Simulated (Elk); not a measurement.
An Elk run on Ca with settings drawn from a wide range, so not all are converged; totals and levels move with the basis, and no second program has checked them. Theory: DFT, LDA (Perdew-Zunger), all-electron APW+lo, Dirac cores, scalar-relativistic bands with second-variational spin-orbit coupling in Elk 11.2.3 with local patches. Elk's input is in atomic units.

Command: `OMP_NUM_THREADS=1 elk` The run took 0.02 s on 1 thread of Arm Neoverse N1, on a shared host, peak memory 0.04 GiB.

```
tasks
  0
  110
  115

xctype
  2

rgkmax
  5.5

gmaxvr
  16

lmaxapw
  8

lmaxo
  6

lmaxi
  3

nrmtscf
  2

nempty
  8

epspot
  1e-05

epsengy
  0.0001

maxscl
  100

swidth
  0.008

stype
  3

lradstp
  4

mixtype
  3

hmaxvr
  4

nxlo
  1

tforce
  .false.

autolinengy
  .true.

spinorb
  .true.

sppath
  './'

avec
  -4.16723331649 4.16723331649 4.15005552913
  4.16723331649 -4.16723331649 4.15005552913
  4.16723331649 4.16723331649 -4.15005552913

atoms
  1
  'Ca.in'
  1
  0.500000000000 0.500000000000 0.000000000000   0.000 0.000 0.000

ngridk
  6 6 6
```

Muffin-tin radii in the species files: Ca 2.40 bohr.

Structure from Materials Project entry mp-21 (possibly hypothetical), not relaxed further.

Question: What does the run give?

Answer: It refused before any iteration.
```
Error(init0): requested spin-polarised run with spin-unpolarised
 exchange-correlation functional
```
